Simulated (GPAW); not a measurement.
Runs of GPAW 26.7.0 on CuO. It takes space group P6_3mc (No. 186, hexagonal). Conventional cell: a = 3.288 Å, b = 3.288 Å, c = 5.385 Å, α = 90.00°, β = 90.00°, γ = 120.00°. Around Cu (site symmetry 3m) lie 4 O at 2.01 to 2.02 Å. Around O (site symmetry 3m) lie 4 Cu at 2.01 to 2.02 Å. Measurements of this composition are mostly on another form, of space group No. 15.

| level | potentials or basis | eigensolver | pressure (GPa) | largest force (eV/Å) |
| --- | --- | --- | --- | --- |
| PBEsol | PAW data sets generated in the run's folder for this functional, pw | - | -13.7 | 0.04 |
| SCAN | GPAW PAW data sets (gpaw-data 1.2.1), pw | - | -14.4 | 0.04 |
| vdW-DF-cx | GPAW PAW data sets (gpaw-data 1.2.1), pw | - | - | 0.04 |
| BLYP | PAW data sets generated in the run's folder for this functional, pw | davidson | -4.8 | 0.04 |
| LDA | the program's PAW data sets (release 1.2.1) made for this functional, pw | - | -19.5 | 0.03 |
| r2SCAN | GPAW PAW data sets (gpaw-data 1.2.1), pw | - | (a) | 0.03 |
| revPBE | the program's PAW data sets (release 1.2.1) made for this functional, pw | - | (b) | 0.04 |
| PW91 | PAW data sets generated in the run's folder for this functional, pw | - | -8.6 | 0.04 |

Alike in all rows: task band structure; no spin polarisation; cell as given; k mesh 6 × 6 × 3; cutoff (eV) 800; smearing fermi-dirac 0.05 eV; the mesh is coarse, so values aren't converged.

Problem. Fill in the values left out.

Solution. (a) -13.2; (b) -4.4.

Caveats: all runs use coarse meshes; the run has no spin polarisation, though such a crystal can be magnetic; with this Cu data set, volumes or pressures lay over 1.5 % or 2 GPa off other programs in two to four cells of ten (some runs); the PAW data sets were made with another functional, which shifts forces and pressure a little (some runs).

Runs at the PBE level aren't shown here.
